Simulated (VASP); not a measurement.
Crystal: AlP.

```
Al P
1.0
     0.00000    2.73570    2.73570
     2.73570    0.00000    2.73570
     2.73570    2.73570    0.00000
Al P
1 1
Direct
  0.00000 0.00000 0.00000
  0.25000 0.25000 0.25000
```

Base run:

* Program: VASP 6.6.1
* Functional: PBE
* Potentials or basis: VASP PAW PBE potentials, release 64 (Al, P)
* Cutoff: 520 eV
* k mesh: 8 × 8 × 8
* Occupations: gaussian, width 0.03 eV
* Spin: no spin polarisation

Its results: band gap on the k mesh 1.59 eV, indirect (least direct gap 3.25 eV); pressure 1.6 GPa.

**Question.** The run is repeated on the same cell with these changes: functional from PBE to HSE06. What comes out?

**Answer.** Band gap on the k mesh 2.30 eV, indirect (least direct gap 4.18 eV); pressure -0.1 GPa.

HSE06 gives the wider gap, since exact exchange removes part of the self-interaction.

Caveats: the PAW data sets were made with another functional, which shifts forces and pressure a little (some runs).
